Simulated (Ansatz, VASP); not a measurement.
# PtS2 (PtS2 monolayer (from P-3m1)): VASP beside Ansatz, part 3 of 3

Aim: how closely do two programs agree when they are given the same cell, functional and k mesh? Of the first pair: The cell is taken from a series of runs on this material, whose earlier steps may have relaxed, scaled, displaced or heated it; both programs get it as it stands.

VASP 6.6.1 and Ansatz 0.2.0.

So far. Step 7 (Comparison): The forces differ by 7.4 meV/Å r.m.s., which is 0.8 % of the r.m.s. force of 0.868 eV/Å (both taken over all components). With vacuum in the cell, a pressure given here is an average over mostly empty space and none of the material.

### Step 9. VASP: single point, PBEsol, pair 3

Level of this step: PBEsol; plane waves and PAW (Pt, S) (VASP).

The same cell, functional, mesh and smearing now go to VASP, with its own data sets.

INCAR reads:

```
SYSTEM = Pt15S32
PREC = Accurate
ENCUT = 400
EDIFF = 1E-06
NELM = 120
ISMEAR = -1
SIGMA = 0.01
LREAL = Auto
ALGO = Normal
GGA = PS
NBANDS = 208
LASPH = .TRUE.
LORBIT = 11
LWAVE = .FALSE.
LCHARG = .FALSE.
ISIF = 2
LDIPOL = .TRUE.
IDIPOL = 3
DIPOL = 0.5 0.5 0.5
LVHAR = .TRUE.
GGA_COMPAT = .FALSE.
EFERMI = MIDGAP
NELMDL = -8
NCORE = 2
```

POSCAR reads:

```
Pt15S32
1.0
   14.0535002874      0.0000000000      0.0000000000
   -7.0267501437     12.1706882609      0.0000000000
    0.0000000000      0.0000000000     32.0000000000
Pt S
15 32
Direct
    0.0833034919      0.1657943328      0.5005964190
    0.0898894298      0.4166689168      0.5000327931
    0.0802883660      0.6640599830      0.5006902460
    0.0743289029      0.9088758472      0.5006735216
    0.3213594745      0.1541247264      0.4975637344
    0.3491553531      0.4166261077      0.5000353547
    0.3342147811      0.6675436698      0.4994748097
    0.3289154754      0.9147880102      0.4984915789
    0.5807955275      0.1759046498      0.4935164441
    0.5838970365      0.6791380249      0.5025345218
    0.5821323015      0.9244847828      0.4994016274
    0.8328720606      0.1693053550      0.4993842657
    0.8364662435      0.4167078234      0.5000561477
    0.8216705692      0.6574728567      0.5065612090
    0.8308167460      0.9185627783      0.5015910720
    0.2426909987      0.9937095619      0.5369921063
    0.1547352015      0.0736614373      0.4611729894
    0.2524683551      0.2470740278      0.5376991478
    0.1788177528      0.3337076193      0.4635730061
    0.2617768065      0.4996013947      0.5364643087
    0.1670801667      0.5825372222      0.4621550053
    0.2491530848      0.7490995122      0.5373891396
    0.1593242468      0.8282782946      0.4618607177
    0.4968284513      0.0110969487      0.5351289297
    0.4077376607      0.0770001416      0.4578043415
    0.5028251405      0.2787036607      0.5195679679
    0.4387651918      0.3243938267      0.4677278994
    0.5310409806      0.5087963180      0.5323249704
    0.4220528249      0.5861805655      0.4623786031
    0.4977627128      0.7596789111      0.5389011893
    0.4150797611      0.8344393267      0.4613019116
    0.7477304006      0.0050727499      0.5382131051
    0.6668426392      0.0889280320      0.4610808267
    0.7430960673      0.2497229424      0.5351401007
    0.6876035779      0.3358665045      0.4541001353
    0.7684834452      0.4975697272      0.5460149879
    0.6408144832      0.5545609909      0.4805014121
    0.7474582061      0.7563296660      0.5422668885
    0.6656393760      0.8395655519      0.4631145678
    0.9973099722      0.9989298337      0.5387790177
    0.9166932413      0.0842519639      0.4626848514
    0.0012085674      0.2508356979      0.5379187907
    0.9229337927      0.3355504753      0.4614562323
    0.0041258379      0.4978430465      0.5386167174
    0.9101229662      0.5836316248      0.4649269854
    0.9946608412      0.7444645206      0.5390169519
    0.9024447116      0.8222645338      0.4649577825
```

KPOINTS reads:

```
Automatic mesh
0
Gamma
1 1 1
0 0 0
```

The projector-augmented-wave data sets are Pt and S (PBE family, release 64).

On the command line:

```
> mpirun -np 8 vasp_gam
```

Numbers of over 12 decimals in the logs are rounded to 6 here.

The program printed:

```text
[banner, memory and clock lines left out]
running    8 mpi-ranks, on    1 nodes
[...]
[... a notice as in an earlier step ...]

 LDA part: xc-table for (Slater+PW92), standard interpolation
 POSCAR, INCAR and KPOINTS ok, starting setup
[...]
entering main loop
       N       E                     dE             d eps       ncg     rms          rms(c)
DAV:   1     0.326281209224E+04    0.32628E+04   -0.10519E+05   448   0.101E+03
DAV:   2     0.355307480436E+03   -0.29075E+04   -0.27528E+04   688   0.211E+02
DAV:   3    -0.254447598010E+03   -0.60976E+03   -0.60399E+03   504   0.110E+02
DAV:   4    -0.279862149474E+03   -0.25415E+02   -0.24795E+02   504   0.261E+01
[...]
DAV:  30    -0.259088000805E+03   -0.24019E-05    0.50513E-08   232   0.188E-04    0.889E-05
DAV:  31    -0.259088001980E+03   -0.11749E-05    0.69514E-08   232   0.124E-04    0.643E-05
DAV:  32    -0.259088002849E+03   -0.86964E-06    0.76279E-08   224   0.865E-05
   1 F= -.25908800E+03 E0= -.25908800E+03  d E =-.525096E-14
```

From OUTCAR (step 9):

```text
  Total        3.9289105     16.2952193      7.4496419      0.0194666     -0.0530294      0.0101145
  in kB        1.1500933      4.7700306      2.1807022      0.0056984     -0.0155231      0.0029608
  external PRESSURE =       2.7002754 kB  Pullay stress =       0.0000000 kB

 POSITION                                       TOTAL-FORCE (eV/Angst)
 -----------------------------------------------------------------------------------
      0.00571      2.01783     16.01909        -0.000727      0.000860      0.004288
     -1.66457      5.07115     16.00105        -0.012601      0.001674     -0.003258
     -3.53785      8.08207     16.02209         0.008561     -0.001786     -0.001946
     -5.34186     11.06164     16.02155        -0.017594     -0.008506     -0.005245
      3.43323      1.87580     15.92204         0.003085     -0.009454     -0.005361
      1.97933      5.07063     16.00113        -0.019040      0.000163     -0.004609
      0.00622      8.12447     15.98319        -0.002526     -0.000624     -0.005102
     -1.80557     11.13360     15.95173         0.000430     -0.007395     -0.000021
      6.92617      2.14088     15.79253        -0.002350     -0.014854      0.003800
      3.43366      8.26558     16.08110         0.006296      0.009090      0.000574
      1.68487     11.25162     15.98085        -0.016496      0.005114      0.010647
     10.51510      2.06056     15.98030         0.008682      0.005490      0.005117
      8.82718      5.07162     16.00180         0.029263     -0.004497     -0.004089
      6.92745      8.00190     16.20996        -0.014011      0.011795     -0.003139
[...]
-----------------------------------------------------------------------------------
    total drift:                                0.000481      0.000327      0.001457

  FREE ENERGIE OF THE ION-ELECTRON SYSTEM (eV)
  ---------------------------------------------------
  free  energy   TOTEN  =      -259.0880028494 eV

  energy  without entropy=     -259.0880028494  energy(sigma->0) =     -259.08800285

[... 3 further parts left out ...]
[key lines of the parts left out:]
E-fermi :  -3.1973
```

### Step 10. Comparison

What differs besides the data sets and the points named for the pairs above, as far as they apply: the data sets hold 462 valence electrons in Ansatz (on its default PAW (the set named soft_2) files) and 342 in VASP. Total energies have different zeros and are not compared.

Both answers:

```
              quantity  Ansatz   VASP  difference
gap on the k mesh (eV)   0.658  0.664      -0.006
```

Forces on 10 of the 47 atoms, those with the largest forces and the largest differences (eV/Å; atoms numbered as in POSCAR):

```
atom         Ansatz x, y, z           VASP x, y, z
 S16   0.004, -0.003, 0.257    0.004, 0.002, 0.232
 S18    0.007, 0.014, 0.247    0.006, 0.013, 0.226
 S23  -0.002, 0.001, -0.246  -0.002, 0.002, -0.224
 S25  0.011, -0.002, -0.246  0.010, -0.003, -0.225
 S26    0.005, 0.088, 0.158   -0.039, 0.090, 0.100
 S27   0.057, 0.060, -0.189   0.088, 0.032, -0.129
 S28   0.056, -0.054, 0.192   0.086, -0.026, 0.133
 S32   -0.004, 0.001, 0.246   -0.004, 0.000, 0.224
 S38    0.009, 0.000, 0.248    0.009, 0.000, 0.226
 S39   0.002, 0.005, -0.261   0.002, 0.001, -0.235
```

The forces differ by 16 meV/Å r.m.s., which is 16.2 % of the r.m.s. force of 0.101 eV/Å (both taken over all components). A gap on the mesh is an upper bound, since the band edges may lie between its points; neither run holds spin-orbit coupling, which can move the band edges of a compound of Pt. With vacuum in the cell, a pressure given here is an average over mostly empty space and none of the material.

### Step 11. What came out

| Property | Result |
| --- | --- |
| r.m.s. force difference (single point, PBEsol, pair 1) | 11 meV/Å |
| r.m.s. force difference (single point, LDA, start cell) | 0.85 % of the r.m.s. force |
| r.m.s. force difference (single point, PBEsol, pair 3) | 16 meV/Å |

What this shows: The r.m.s. force difference is 16 meV/Å (single point, PBEsol, pair 3), beyond the 12 meV/Å picked in this series as the mark of a large difference. The data sets hold unlike numbers of valence electrons (30 in Ansatz and 22 in VASP, 480 in Ansatz and 352 in VASP and 462 in Ansatz and 342 in VASP), so part of the differences comes from the potentials. What causes the difference of the single point, PBEsol, pair 3 pair stays open here. 2 further runs of this series are not shown here. How closely two codes agree says nothing of how well the functional describes the real material.

[Lines on the potential files, build, host, timing and source positions are cut from VASP's logs without a mark.]

[Logs are printed without paths, hosts, clocks, repeated set-up lines and the standing remarks that a program may print on its own settings, such as how far it seeks lower states.]

[Hosts, paths, dates, database ids (printed as entryN), source tags and the programs' standing remarks are cut or masked in the printed files.]
